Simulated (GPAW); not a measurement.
Crystal: Pb.

```
Pb
1.0
     0.00000    2.47502    2.47502
     2.47502    0.00000    2.47502
     2.47502    2.47502    0.00000
Pb
1
Direct
  0.00000 0.00000 0.00000
```

A sound run:

* Program: GPAW 26.7.0
* Task: single point
* Functional: PBE
* Potentials or basis: GPAW PAW data sets (gpaw-data 1.2.1)
* Cutoff: 600 eV
* Basis: pw
* k mesh: 7 × 7 × 7
* Occupations: fermi-dirac, width 0.05 eV
* Spin: no spin polarisation

It gives pressure 2.7 GPa; band gap on the k mesh none (metal or under the smearing width).

Task: What do these careless settings give instead: cutoff 250 eV in place of 600 eV; k mesh 9 × 9 × 9 in place of 7 × 7 × 7?

Result: Pressure -1.7 GPa; band gap on the k mesh none (metal or under the smearing width). The run converged, but these numbers show the error of the settings and aren't properties of the crystal.
